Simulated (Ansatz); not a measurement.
One atom moved along a line in WSe2

Theory: DFT PBEsol+D3(BJ), scalar-relativistic, plane waves, PAW (Ansatz 0.2.0). The runs took a 420 eV cutoff, a Γ-centred 12×12×4 mesh and Gaussian smearing (0.05 eV). Spin–orbit coupling is left out, which can shift energies with elements as heavy as these. No spin polarisation. Energies are free energies at this smearing, counted from the undisturbed cell; pressure is positive in compression.

Zero of the scan (relaxed at this level):

```
W Se
1.0
     3.23046    0.00000    0.00000
    -1.61523    2.79766    0.00000
     0.00000    0.00000   12.41450
W Se
2 4
Direct
  0.33333 0.66667 0.25000
  0.66667 0.33333 0.75000
  0.33333 0.66667 0.61458
  0.66667 0.33333 0.11458
  0.33333 0.66667 0.88542
  0.66667 0.33333 0.38542
```

Atom 3 (Se) is moved by x along the Cartesian unit vector (0.707, 0.707, 0.000); the cell and all other atoms stay fixed.

```
  x (Å)  ΔE (meV/cell)
-0.4500         1064.4
-0.1500          111.2
 0.0000            0.0
 0.3000          382.3
```

Cost: 4 runs of about 5.9 core-minutes in all, on Intel Xeon Platinum 8488C (Sapphire Rapids) (shared hosts).